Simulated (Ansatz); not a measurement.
Wanted: the native input for an Ansatz 0.2.0 run.

| Item | Value |
| --- | --- |
| Task | band structure |
| Functional | PBE |
| Potentials or basis | PseudoDojo standard (PBE files) |
| Cutoff | 1061 eV |
| Density cutoff | 4245 eV |
| k mesh | 8 × 8 × 4 |
| Occupations | fermi-dirac, width 0.05 eV |
| Spin | no spin polarisation |
| Path | [["G", "M", "K", "G", "A", "L", "H", "A"], ["L", "M"], ["K", "H"]] |
| Points for each segment of the path | 14 |

Crystal: Ge.

```
Ge
1.0
     3.99759    0.00000    0.00000
    -1.99879    3.46201    0.00000
     0.00000    0.00000    6.59938
Ge
4
Direct
  0.33333 0.66667 0.93710
  0.66667 0.33333 0.43710
  0.33333 0.66667 0.56290
  0.66667 0.33333 0.06290
```

This isn't the form of Ge at room conditions, which is diamond.

These files were run (other wordings do the same):

input.yaml

```yaml
crystal:
  lattice:
    - [3.9975858431, 0.0, 0.0]
    - [-1.9987929216, 3.462010894, 0.0]
    - [0.0, 0.0, 6.59937795]
  atoms:
    - { symbol: Ge, position: [0.3333333333, 0.6666666667, 0.93709875] }
    - { symbol: Ge, position: [0.6666666667, 0.3333333333, 0.43709875] }
    - { symbol: Ge, position: [0.3333333333, 0.6666666667, 0.56290125] }
    - { symbol: Ge, position: [0.6666666667, 0.3333333333, 0.06290125] }
hamiltonian:
  xc: pbe
  pseudopotentials: { kind: nc, accuracy: standard }
kpoints:
  mp_grid: { grid: [8, 8, 4] }
  band_path:
    path:
      - [[0.0, 0.0, 0.0], [0.5, 0.0, 0.0], [0.3333333333, 0.3333333333, 0.0], [0.0, 0.0, 0.0], [0.0, 0.0, 0.5], [0.5, 0.0, 0.5], [0.3333333333, 0.3333333333, 0.5], [0.0, 0.0, 0.5]]
      - [[0.5, 0.0, 0.5], [0.5, 0.0, 0.0]]
      - [[0.3333333333, 0.3333333333, 0.0], [0.3333333333, 0.3333333333, 0.5]]
    npoints: 14
scf:
  occupations: { method: fermi_dirac, width: 0.05 }
  n_extra_bands: 10
output:
  forces: true
  stress: true
  eigenvalues: true
  fatbands: true
```

Potentials or basis: PseudoDojo standard (PBE files).

Run with:

```console
$ ansatz run input.yaml --threads 2 --pin off --max-ram 5632MiB --backend cpu --events-out ev --progress --plain --runs-dir out
```

It gave:

| Property | Result |
| --- | --- |
| Pressure | 3.1 GPa |
| Largest force | 0.015 eV/Å |
| Band gap along the path | none (metal or under the smearing width) |

It took 43 s on 2 threads of Intel(R) Xeon(R) Processor @ 2.70GHz, with other jobs on the host, peak memory 1 GiB.
